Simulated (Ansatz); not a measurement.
## two structures of Br: a comparison of enthalpies under pressure

Computed with Ansatz 0.2.0 through its Python package.

The script, `transition_br.py`:
```python
import warnings

import ansatz as az
import numpy as np


def hcp(a_site, a):
    return (
        az.Lattice.from_parameters(a, a, 1.633 * a, alpha=90, beta=90, gamma=120)
        .space_group(194)
        .atom(a_site, (1 / 3, 2 / 3, 0.25))
    )


def sc(a_site, a):
    return (
        az.Lattice.cubic(a)
        .space_group(221)
        .atom(a_site, (0, 0, 0))
    )


def ground_state(name, crystal, pressure=0.0):
    calc = (
        crystal.calculation()
        .functional(az.Functional.PBE)
        .basis(500)
        .kpoints(spacing=0.14)
        .occupations("fermi_dirac", width=0.02)
    )
    calc = calc.relax(force_tolerance=0.01, max_steps=60, cell=True, pressure=pressure)
    return calc.run(threads=1, backend="cpu")


def volume_per_atom(outcome):
    return abs(np.linalg.det(outcome.lattice.cell_ang)) / len(outcome.lattice.sites)


def main() -> None:
    warnings.simplefilter("ignore", az.DeckWarning)

    phases = {}
    phases["hcp"] = hcp("Br", 3.33)
    phases["sc"] = sc("Br", 3.06)

    pressures = [0, 20, 40, 60]
    enthalpy, volume = {name: [] for name in phases}, {name: [] for name in phases}
    for p in pressures:
        for name, crystal in phases.items():
            o = ground_state(name, crystal, pressure=p)
            volume[name].append(volume_per_atom(o))
            enthalpy[name].append(o.report["energy_sigma0_ev"] / len(o.lattice.sites) + p * volume[name][-1] / 160.21766)
    gap = np.array(enthalpy["sc"]) - np.array(enthalpy["hcp"])
    rows = [(p, va, vb, 1000 * d) for p, va, vb, d in zip(pressures, volume["hcp"], volume["sc"], gap)]
    print("   P (GPa)  V hcp (A^3/atom)  V sc (A^3/atom)  H(sc) - H(hcp) (meV/atom)")
    for row in rows:
        print(f"{row[0]:10d}  {row[1]:16.3f}  {row[2]:15.3f}  {row[3]:+25.1f}")
    crossings = [p0 - g0 * (p1 - p0) / (g1 - g0) for p0, p1, g0, g1 in zip(pressures, pressures[1:], gap, gap[1:]) if g0 * g1 < 0]
    print("crossing near", [round(float(p), 1) for p in crossings], "GPa") if crossings else print("no crossing in this range")


if __name__ == "__main__":
    main()
```

`python transition_br.py` gives:
```text
   P (GPa)  V hcp (A^3/atom)  V sc (A^3/atom)  H(sc) - H(hcp) (meV/atom)
         0            36.141           29.709                      +25.4
        20            20.076           21.953                     +175.6
        40            17.099           19.229                     +409.8
        60            15.502           17.571                     +675.4
no crossing in this range
```

At a fixed pressure a relaxation lowers the enthalpy F + PV, while F alone can rise. Only these two structures are compared, at zero temperature and with their symmetry kept; either may be hypothetical, and another phase may be lower than both. Differences under 10 to 15 meV an atom lie within the error of mesh and functional. The cells are prototypes set up for this calculation and needn't exist. Finished in 5.3 min on 1 thread of Arm Neoverse V1, on a shared host, peak memory 0.54 GiB.
